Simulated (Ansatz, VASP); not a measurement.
## Ir: VASP beside Ansatz

Contents of INCAR:

```
SYSTEM = Ir
PREC = Accurate
ENCUT = 520
EDIFF = 1E-6
ISMEAR = 0
SIGMA = 0.15
LREAL = .False.
LASPH = .True.
NELM = 100
ALGO = Fast
ISIF = 2
LWAVE = .False.
LCHARG = .False.
GGA = PS
NBANDS = 16
```

File KPOINTS:

```
Automatic mesh
0
Gamma
  24 24 12
  0 0 0
```

Contents of POSCAR:

```
Ir
1.0
    2.6653403988      0.0000000000      0.0000000000
   -1.3326701994      2.3082524951      0.0000000000
    0.0000000000      0.0000000000      4.7550262051
Ir
2
Direct
    0.6666666667      0.3333333333      0.7500000000
    0.3333333333      0.6666666667      0.2500000000
```

Input for Ansatz:

```yaml
crystal:
  lattice:
    - [2.6653403988, 0.0, 0.0]
    - [-1.3326701994, 2.3082524951, 0.0]
    - [0.0, 0.0, 4.7550262051]
  atoms:
    - { symbol: Ir, position: [0.6666666667, 0.3333333333, 0.75] }
    - { symbol: Ir, position: [0.3333333333, 0.6666666667, 0.25] }
basis:
  ecutwfc: 420
kpoints:
  mp_grid: { grid: [24, 24, 12] }
hamiltonian:
  xc: pbesol
scf:
  occupations: { method: gaussian, width: 0.15 }
output:
  forces: true
  stress: true
  eigenvalues: true
```

Alike in both runs: task single point; functional PBEsol; k mesh 24 × 24 × 12; occupations gaussian, width 0.15 eV; no spin polarisation.

|  | VASP | Ansatz |
| --- | --- | --- |
| version | VASP 6.6.1 | Ansatz 0.2.0 |
| potentials or method | VASP PAW PBE potentials, release 64 (Ir) | scalar-relativistic, plane waves, PAW |
| plane-wave cutoff (eV) | 520 | 420 |
| valence electrons in the cell | 18 | 34 |

Ansatz gave:

- gap on the k mesh at the Fermi level (eV): none
- pressure (GPa): -8.9
- largest component of the traceless stress (GPa): 21.67

Q: Which values does VASP return?

A: gap on the k mesh at the Fermi level (eV): none; pressure (GPa): -7.7; largest component of the traceless stress (GPa): 21.75.

A gap of «none» marks a metal or a gap that the smearing closes. With one functional, cell and mesh, what is left measures potentials, basis and numerics. The two sets of potentials don't hold the same shells in valence.

Caveats: the PAW data sets were made with another functional, which shifts forces and pressure a little (VASP). Spin-orbit coupling is left out, which matters for the levels of Ir.
